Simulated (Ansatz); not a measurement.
## BeO, pressure series

Start from BeO in the wurtzite structure (space group P6_3mc, No. 186; a = 2.6905 Å, c = 4.3699 Å).

Cell and atoms are relaxed at each pressure.

Level of theory: plane-wave PAW DFT at the r2SCAN level (Ansatz, a program for electronic structure, 500 eV), no spin-orbit coupling.

Candidates:
(a) pressure −2 GPa
(b) pressure 10 GPa
(c) pressure −1 GPa

Before the change:

```
Item        Value
--------  -------
Band gap  8.55 eV
```

### Question
Order them by band gap, lowest first.

### Answer
(a) pressure −2 GPa (8.45 eV), (c) pressure −1 GPa (8.50 eV), (b) pressure 10 GPa (9.01 eV)

Load acts through the strain it causes; cell and atoms are relaxed under it. Stability against distortions was not tested. No other phases were tried under pressure.
